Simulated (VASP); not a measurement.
# KTaO3 (Pm-3m) in VASP: band structure with HSE06

Aim: the band structure of KTaO3 with HSE06.

Program: VASP 6.6.1. These are calculated values, not measurements. Logs are shortened: lines on timing, memory, paths and dates and some standing lists are left out, and cuts for length are marked.

### 1 Starting point

It takes space group Pm-3m (No. 221, cubic). The conventional cell has a = 3.988 Å, b = 3.988 Å, c = 3.988 Å, α = 90.00°, β = 90.00°, γ = 90.00°. K (site symmetry m-3m) has 12 O at 2.82 Å as nearest neighbours. Around Ta (site symmetry m-3m) lie 6 O at 1.99 Å. O (site symmetry 4/mmm) is surrounded by 2 Ta at 1.99 Å.

### 2 Band structure, HSE06

POSCAR

```
KTaO3
1.0
    3.9883000000      0.0000000000      0.0000000000
    0.0000000000      3.9883000000      0.0000000000
    0.0000000000      0.0000000000      3.9883000000
K Ta O
1 1 3
Direct
    0.5000000000      0.5000000000      0.5000000000
    0.0000000000      0.0000000000      0.0000000000
    0.5000000000      0.0000000000      0.0000000000
    0.0000000000      0.5000000000      0.0000000000
    0.0000000000      0.0000000000      0.5000000000
```

INCAR.step1

```
SYSTEM = KTaO3
PREC     = Accurate       ! precision mode
ENCUT    = 520            ! plane-wave cutoff, eV
EDIFF    = 1E-5           ! SCF threshold, eV
ISMEAR   = 0              ! smearing method
SIGMA    = 0.02           ! smearing width, eV
LREAL    = .FALSE.        ! projectors in reciprocal space
LASPH    = .TRUE.         ! aspherical terms in the spheres
NELM     = 80             ! most SCF steps
ALGO     = Normal         ! electronic algorithm
ISIF     = 2              ! what is computed and relaxed
LWAVE    = .TRUE.         ! write WAVECAR
LCHARG   = .FALSE.        ! write CHGCAR
LMAXMIX  = 4              ! l up to which the mixer works
NBANDS   = 27             ! bands
GGA      = PE             ! functional
```

INCAR.step2

```
SYSTEM = KTaO3
PREC     = Accurate       ! precision mode
ENCUT    = 520            ! plane-wave cutoff, eV
EDIFF    = 1E-6           ! SCF threshold, eV
ISMEAR   = 0              ! smearing method
SIGMA    = 0.02           ! smearing width, eV
LREAL    = .FALSE.        ! projectors in reciprocal space
LASPH    = .TRUE.         ! aspherical terms in the spheres
NELM     = 80             ! most SCF steps
ALGO     = Normal         ! electronic algorithm
ISIF     = 2              ! what is computed and relaxed
LWAVE    = .FALSE.        ! write WAVECAR
LCHARG   = .FALSE.        ! write CHGCAR
LMAXMIX  = 4              ! l up to which the mixer works
GGA      = PE             ! functional
LHFCALC  = .TRUE.         ! exact exchange
HFSCREEN = 0.2            ! screening, 1/A
PRECFOCK = Fast         
NBANDS   = 27             ! bands
ISTART   = 1
```

KPOINTS

```
Automatic mesh
0
G
  4 4 4
  0 0 0
```

KPOINTS_OPT

```
path GXMGRX,MR
8
line-mode
reciprocal
 0.0000000000  0.0000000000  0.0000000000  G
 0.0000000000  0.5000000000  0.0000000000  X

 0.0000000000  0.5000000000  0.0000000000  X
 0.5000000000  0.5000000000  0.0000000000  M

 0.5000000000  0.5000000000  0.0000000000  M
 0.0000000000  0.0000000000  0.0000000000  G

 0.0000000000  0.0000000000  0.0000000000  G
 0.5000000000  0.5000000000  0.5000000000  R

 0.5000000000  0.5000000000  0.5000000000  R
 0.0000000000  0.5000000000  0.0000000000  X

 0.5000000000  0.5000000000  0.0000000000  M
 0.5000000000  0.5000000000  0.5000000000  R
```

Potentials or basis: VASP PAW PBE potentials, release 64 (K_sv, Ta_pv, O).

On the command line:

```sh
> cat potpaw_PBE.64/K_sv/POTCAR potpaw_PBE.64/Ta_pv/POTCAR potpaw_PBE.64/O/POTCAR > POTCAR
> cp INCAR.step1 INCAR
> mpirun -np 1 vasp_std > vasp.out
> cp INCAR.step2 INCAR
> mpirun -np 1 vasp_std > vasp.out
```

OUTCAR:

```text
SYSTEM = KTaO3
   PREC = Accurate
   ENCUT = 520
   EDIFF = 1E-6
   ISMEAR = 0
   LREAL = .FALSE.
   LASPH = .TRUE.
   NELM = 80
   ISIF = 2
   GGA = PE
   LHFCALC = .TRUE.
   HFSCREEN = 0.2
   PRECFOCK = Fast
   ISTART = 1

 ion  position               nearest neighbor table
   1  0.500  0.500  0.500-   3 2.82   4 2.82   5 2.82   3 2.82   4 2.82   3 2.82   5 2.82   3 2.82
                             4 2.82   5 2.82   4 2.82   5 2.82   2 3.45   2 3.45   2 3.45   2 3.45
   2  0.000  0.000  0.000-   3 1.99   4 1.99   5 1.99   5 1.99   4 1.99   3 1.99   1 3.45   1 3.45
                             1 3.45   1 3.45   1 3.45   1 3.45   1 3.45   1 3.45
   3  0.500  0.000  0.000-   2 1.99   2 1.99   1 2.82   1 2.82   1 2.82   1 2.82
   4  0.000  0.500  0.000-   2 1.99   2 1.99   1 2.82   1 2.82   1 2.82   1 2.82
   5  0.000  0.000  0.500-   2 1.99   2 1.99   1 2.82   1 2.82   1 2.82   1 2.82

  LATTYP: Found a simple cubic cell.
 ALAT       =     3.9883000000

  Lattice vectors:

 A1 = (   3.9883000000,   0.0000000000,   0.0000000000)
 A2 = (   0.0000000000,   3.9883000000,   0.0000000000)
 A3 = (   0.0000000000,   0.0000000000,   3.9883000000)

Analysis of symmetry for initial positions (statically):
=====================================================================
 Subroutine PRICEL returns:
 Original cell was already a primitive cell.

 Routine SETGRP: Setting up the symmetry group for a
 simple cubic supercell.

 Subroutine GETGRP returns: Found 48 space group operations
 (whereof 48 operations were pure point group operations)
 out of a pool of 48 trial point group operations.

The static configuration has the point symmetry O_h .

Analysis of symmetry for dynamics (positions and initial velocities):
=====================================================================
 Subroutine PRICEL returns:
 Original cell was already a primitive cell.

 Routine SETGRP: Setting up the symmetry group for a
 simple cubic supercell.

 Subroutine GETGRP returns: Found 48 space group operations
 (whereof 48 operations were pure point group operations)
 out of a pool of 48 trial point group operations.

The dynamic configuration has the point symmetry O_h .

 Subroutine INISYM returns: Found 48 space group operations
 (whereof 48 operations are pure point group operations),
 and found     1 'primitive' translations

----------------------------------------------------------------------------------------

                                     Primitive cell

  volume of cell :      63.4400

  direct lattice vectors                    reciprocal lattice vectors
     3.988300000  0.000000000  0.000000000     0.250733395  0.000000000  0.000000000
     0.000000000  3.988300000  0.000000000     0.000000000  0.250733395  0.000000000
     0.000000000  0.000000000  3.988300000     0.000000000  0.000000000  0.250733395

  length of vectors
     3.988300000  3.988300000  3.988300000     0.250733395  0.250733395  0.250733395

  position of ions in fractional coordinates (direct lattice)
     0.500000000  0.500000000  0.500000000
     0.000000000  0.000000000  0.000000000
     0.500000000  0.000000000  0.000000000
     0.000000000  0.500000000  0.000000000
     0.000000000  0.000000000  0.500000000

  ion indices of the primitive-cell ions
   primitive index   ion index
                 1           1
                 2           2
                 3           3
                 4           4
                 5           5

----------------------------------------------------------------------------------------

 KPOINTS: Automatic mesh

Automatic generation of k-mesh.
 Grid dimensions read from file:
 generate k-points for:    4    4    4

 Generating k-lattice:

  Cartesian coordinates                     Fractional coordinates (reciprocal lattice)
     0.062683349  0.000000000  0.000000000     0.250000000  0.000000000  0.000000000
     0.000000000  0.062683349  0.000000000     0.000000000  0.250000000  0.000000000
     0.000000000  0.000000000  0.062683349     0.000000000  0.000000000  0.250000000

  Length of vectors
     0.062683349  0.062683349  0.062683349

  Shift w.r.t. Gamma in fractional coordinates (k-lattice)
     0.000000000  0.000000000  0.000000000

 Subroutine IBZKPT returns following result:
 ===========================================

 Found     10 irreducible k-points:

 Following reciprocal coordinates:
            Coordinates               Weight
  0.000000  0.000000  0.000000      1.000000
  0.250000  0.000000  0.000000      6.000000
  0.500000  0.000000  0.000000      3.000000
  0.250000  0.250000  0.000000     12.000000
  0.500000  0.250000  0.000000     12.000000
  0.500000  0.500000  0.000000      3.000000
  0.250000  0.250000  0.250000      8.000000
  0.500000  0.250000  0.250000     12.000000
  0.500000  0.500000  0.250000      6.000000
  0.500000  0.500000  0.500000      1.000000
   k-points           NKPTS =     10   k-points in BZ     NKDIM =     64   number of bands    NBANDS=     27
   number of dos      NEDOS =    301   number of ions     NIONS =      5
   total plane-waves  NPLWV =  27000
   dimension x,y,z NGX =    30 NGY =   30 NGZ =   30
   dimension x,y,z NGXF=    60 NGYF=   60 NGZF=   60
   ions per type =               1   1   3
   NGX,Y,Z   is equivalent  to a cutoff of  12.51, 12.51, 12.51 a.u.
   NGXF,Y,Z  is equivalent  to a cutoff of  25.01, 25.01, 25.01 a.u.
 SYSTEM =  KTaO3
   PREC   = accura    normal or accurate (medium, high low for compatibility)
   ISTART =      1    job   : 0-new  1-cont  2-samecut
   ICHARG =      0    charge: 1-file 2-atom 10-const
   ISPIN  =      1    spin polarized calculation?
   LNONCOLLINEAR =      F non collinear calculations
   LSORBIT =      F    spin-orbit coupling
   LASPH  =      T    aspherical Exc in radial PAW
   ENCUT  =  520.0 eV  38.22 Ry    6.18 a.u.   7.42  7.42  7.42*2*pi/ulx,y,z
   NELM   =     80;   NELMIN=  2; NELMDL=  0     # of ELM steps
   EDIFF  = 0.1E-05   stopping-criterion for ELM
   LREAL  =      F    real-space projection
   EDIFFG = 0.1E-04   stopping-criterion for IOM
   NSW    =      0    number of steps for IOM
   IBRION =     -1    ionic relax: 0-MD 1-quasi-New 2-CG
   NFREE  =      0    steps in history (QN), initial steepest desc. (CG)
   ISIF   =      2    stress and relaxation
   ISYM   =      3    0-nonsym 1-usesym 2-fastsym
   POTIM  = 0.5000    time-step for ionic-motion
   TEBEG  =    0.0;   TEEND  =   0.0 temperature during run
   PSTRESS=    0.0 pullay stress
   NELECT =      38.0000    total number of electrons
   NUPDOWN=      -1.0000    fix difference up-down
   EMIN   =  10.00;   EMAX   =-10.00  energy-range for DOS
   EFERMI =   0.00;   METHOD = LEGACY
   ISMEAR =     0;   SIGMA  =   0.02  broadening in eV -4-tet -1-fermi 0-gaus
   EFERMI_NEDOS =   21; number of points for ismear=-14 and -15
   IALGO  =     38    algorithm
   IMIX   =      1    mixing-type and parameters
     AMIX     =   0.40;   BMIX     =  1.00
     AMIX_MAG =   1.60;   BMIX_MAG =  1.00
  volume/ion in A,a.u.               =      12.69        85.62
  Fermi-wavevector in a.u.,A,eV,Ry     =   1.380008  2.607837 25.911228  1.904422
  Thomas-Fermi vector in A             =   2.504925
   LORBIT       =      0    0 simple, 1 ext, 2 COOP (PROOUT), +10 PAW based schemes
   GGA     = PE    functional components
   LHFCALC =     T    Hartree Fock is set to
   PRECFOCK=fast      Normal, Fast or Accurate (Low or Medium for compatibility)
   ENCUT4O =  -1.0   cutoff for four orbital integrals eV
   NKREDX  =     1    reduce k-point grid by
   NKREDY  =     1    reduce k-point grid by
   NKREDZ  =     1    reduce k-point grid by
   AEXX    =    0.2500 exact exchange contribution
   HFSCREEN=    0.2000 screening length (either q_TF or 0.3 A-1)
   HFSCREENC=   0.2000 screening length for correlation (either q_TF or 0.3 A-1)
   ENCUTFOCK=  -1.0 apply spherical cutoff to Coloumb kernel
   IVDW    =     0    specifies the selected vdW correction
   LEPSILON=     F    determine dielectric tensor
   LRPA    =     F    only Hartree local field effects (RPA)
 non-spin polarized calculation
 Gauss-broadening in eV      SIGMA  =   0.02
  energy-cutoff  :      520.00
  volume of cell :       63.44
 maximum number of plane-waves:      1743
 NGX is ok and might be reduce to    30
  NGX = 16; NGY = 16; NGZ = 16

 number of electron      37.9999976 magnetization

 Free energy of the ion-electron system (eV)
  ---------------------------------------------------
  ext. energy  EPLUGINS =         0.00000000
  ---------------------------------------------------
  free energy    TOTEN  =       -49.46692004 eV

  energy without entropy =      -49.46692004  energy(sigma->0) =      -49.46692004

 E-fermi :   0.7888     XC(G=0):  -8.9204

 val. band max:        0.6889759422   @ k =   0.5000   0.5000   0.5000
 cond. band min:       4.1949008383   @ k =   0.0000   0.0000   0.0000
 fundamental gap:      3.5059248961
 Fermi energy:         0.7887778088

 k-point     1 :       0.0000    0.0000    0.0000
  band No.  band energies     occupation
      1     -35.3959      2.00000
      2     -35.3959      2.00000
      3     -35.3959      2.00000
      4     -28.5506      2.00000
      5     -18.5173      2.00000
      6     -17.7779      2.00000
[... 19 lines left out ...]
     26      10.5318      0.00000
     27      10.5318      0.00000

 k-point     2 :       0.2500    0.0000    0.0000
  band No.  band energies     occupation
      1     -35.4490      2.00000
      2     -35.3925      2.00000
      3     -35.3925      2.00000
      4     -28.5355      2.00000
      5     -18.4053      2.00000
      6     -17.7656      2.00000
[... 19 lines left out ...]
     26      11.2910      0.00000
     27      11.5920      0.00000

 k-point     3 :       0.5000    0.0000    0.0000
  band No.  band energies     occupation
      1     -35.5015      2.00000
      2     -35.3892      2.00000
      3     -35.3892      2.00000
      4     -28.5205      2.00000
      5     -18.3981      2.00000
      6     -17.7531      2.00000
[... 174 lines left out ...]
      1     -35.4904      2.00000
      2     -35.4904      2.00000
      3     -35.4350      2.00000
      4     -28.4977      2.00000
      5     -17.4331      2.00000
      6     -16.7863      2.00000
[... 19 lines left out ...]
     26      13.2903      0.00000
     27      13.7277      0.00000

 k-point    10 :       0.5000    0.5000    0.5000
  band No.  band energies     occupation
      1     -35.4869      2.00000
      2     -35.4869      2.00000
      3     -35.4869      2.00000
      4     -28.4895      2.00000
      5     -16.7450      2.00000
      6     -16.7450      2.00000
[... 19 lines left out ...]
     26      13.2841      0.00000
     27      15.0949      0.00000

------------------------ aborting loop because EDIFF is reached ----------------------------------------

  FORCE on cell =-STRESS in cart. coord.  units (eV):
  Direction    XX          YY          ZZ          XY          YZ          ZX
  --------------------------------------------------------------------------------------
  -------------------------------------------------------------------------------------
  Total        0.0021271      0.0021271      0.0021271     -0.0000000     -0.0000000      0.0000000
  in kB        0.0537194      0.0537194      0.0537194     -0.0000000     -0.0000000      0.0000000
  external PRESSURE =       0.0537194 kB  Pullay stress =       0.0000000 kB

 VOLUME and BASIS-vectors are now :
 -----------------------------------------------------------------------------
  energy-cutoff  :      520.00
  volume of cell :       63.44
      direct lattice vectors                 reciprocal lattice vectors
     3.988300000  0.000000000  0.000000000     0.250733395  0.000000000  0.000000000
     0.000000000  3.988300000  0.000000000     0.000000000  0.250733395  0.000000000
     0.000000000  0.000000000  3.988300000     0.000000000  0.000000000  0.250733395

 POSITION                                       TOTAL-FORCE (eV/Angst)
 -----------------------------------------------------------------------------------
      1.99415      1.99415      1.99415         0.000000      0.000000      0.000000
      0.00000      0.00000      0.00000         0.000000      0.000000      0.000000
      1.99415      0.00000      0.00000         0.000000      0.000000      0.000000
      0.00000      1.99415      0.00000         0.000000      0.000000      0.000000
      0.00000      0.00000      1.99415         0.000000      0.000000      0.000000
 -----------------------------------------------------------------------------------
    total drift:                                0.000022      0.000013     -0.000007

  FREE ENERGIE OF THE ION-ELECTRON SYSTEM (eV)
  ---------------------------------------------------
  free  energy   TOTEN  =       -49.4669200405 eV

  energy  without entropy=      -49.4669200405  energy(sigma->0) =      -49.46692004
```

Wall time 75 min (1 thread of AMD EPYC 7R13 (Zen 3), shared host); peak memory 0.29 GiB.

What came out:

```yaml
Free_energy: -49.4669 eV
Pressure: 0.0 GPa
Band_gap_on_the_k_mesh: 3.51 eV, indirect (least direct gap 4.16 eV)
Band_gap_along_the_path: 3.51 eV, indirect (least direct gap 4.16 eV)
```

Levels at the corners of the path, in eV from the valence-band top:
```
point  band 17  band 18  band 19  band 20  band 21  band 22
    Γ    -0.65    -0.65    -0.65     3.51     3.51     3.51
    X    -1.60    -0.90    -0.90     3.67     6.57     6.57
    X    -1.60    -0.90    -0.90     3.67     6.57     6.57
    M    -1.55    -1.55    -0.04     6.61     6.61     8.06
    M    -1.55    -1.55    -0.04     6.61     6.61     8.06
    Γ    -0.65    -0.65    -0.65     3.51     3.51     3.51
    Γ    -0.65    -0.65    -0.65     3.51     3.51     3.51
    R     0.00     0.00     0.00     8.21     8.21     8.21
    R     0.00     0.00     0.00     8.21     8.21     8.21
    X    -1.60    -0.90    -0.90     3.67     6.57     6.57
    M    -1.55    -1.55    -0.04     6.61     6.61     8.06
    R     0.00     0.00     0.00     8.21     8.21     8.21
```

Caveat: the PAW data sets were made with another functional, which shifts forces and pressure a little; spin-orbit coupling is left out, which moves the levels of the heavy elements.
